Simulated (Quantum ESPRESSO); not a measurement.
## As and the effect of the strain (εzz = s)

```
As
1.0
     1.88080    1.08588    3.51406
    -1.88080    1.08588    3.51406
     0.00000   -2.17176    3.51406
As
2
Direct
  0.22600 0.22600 0.22600
  0.77400 0.77400 0.77400
```

Kept alike: task relaxation of the atoms; functional PBEsol; k mesh 9 × 9 × 9; occupations fermi-dirac, width 0.05 eV; no spin polarisation. Program: Quantum ESPRESSO, GBRV 1.5 PBEsol, cutoff 612 eV. The mesh is that of the run's cell of 2 atoms. No spin-orbit coupling.

| s | free energy over the lowest row (meV/atom) |
| --- | --- |
| -0.04 | 0.00 |
| -0.02 | 0.56 |
| -0.01 | 1.87 |
| 0 | 3.72 |
| 0.01 | 6.06 |
| 0.02 | 8.82 |
| 0.04 | 15.43 |

The cell shown is the unstrained one; x, y and z are its Cartesian axes.

The free energy rises from 0.00 to 15.43 meV/atom between -0.04 and 0.04.
